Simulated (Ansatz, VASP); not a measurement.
One calculation of MgO, two programs

File INCAR:

```
SYSTEM = MgO
ALGO = Normal
EDIFF = 1E-6
ENCUT = 520
ISIF = 2
ISMEAR = 0
LASPH = .TRUE.
LCHARG = .FALSE.
LREAL = .FALSE.
LWAVE = .FALSE.
NBANDS = 16
NELM = 80
PREC = Accurate
SIGMA = 0.01
```

The input KPOINTS:

```
k-points
0
G
  7 7 4
  0 0 0
```

POSCAR

```
MgO
1.0
    3.3077870000      0.0000000000      0.0000000000
   -1.6538930000      2.8646280000      0.0000000000
    0.0000000000      0.0000000000      4.9828820000
Mg O
2 2
Direct
    0.3333333333      0.6666666667      0.0021600000
    0.6666666667      0.3333333333      0.5021600000
    0.3333333333      0.6666666667      0.4024400000
    0.6666666667      0.3333333333      0.9024400000
```

Input for Ansatz:

```yaml
crystal:
  lattice:
    - [3.307787, 0.0, 0.0]
    - [-1.653893, 2.864628, 0.0]
    - [0.0, 0.0, 4.982882]
  atoms:
    - { symbol: Mg, position: [0.3333333333333333, 0.6666666666666666, 0.00216] }
    - { symbol: Mg, position: [0.6666666666666666, 0.3333333333333333, 0.50216] }
    - { symbol: O, position: [0.3333333333333333, 0.6666666666666666, 0.4024400000000001] }
    - { symbol: O, position: [0.6666666666666666, 0.3333333333333333, 0.9024399999999999] }
basis:
  ecutwfc: 450.0
kpoints:
  mp_grid:
    grid: [7, 7, 4]
hamiltonian:
  xc: lda
scf:
  convergence:
    dr2_threshold: 1.0e-07
  occupations:
    method: fixed
output:
  stress: true
```

Measurements of this composition are mostly on another form, of space group No. 225.

Alike in both runs: task single point; functional LDA; k mesh 7 × 7 × 4; no spin polarisation.

|  | VASP | Ansatz |
| --- | --- | --- |
| version | VASP 6.6.1 | Ansatz 0.2.0 |
| potentials or method | VASP PAW LDA potentials, release 64 (Mg, O) | plane waves, PAW |
| plane-wave cutoff (eV) | 520 | 450 |
| occupations | gaussian, width 0.01 eV | fixed |
| valence electrons in the cell | 16 | 32 |

```tsv
	VASP	Ansatz	Ansatz less VASP
pressure (GPa)	-5.4	-4.3	+1.13
largest component of the traceless stress (GPa)	0.47	0.33	-0.141
```

The two sets of potentials don't hold the same shells in valence. Ansatz warned: «stress_scf_threshold_loose».
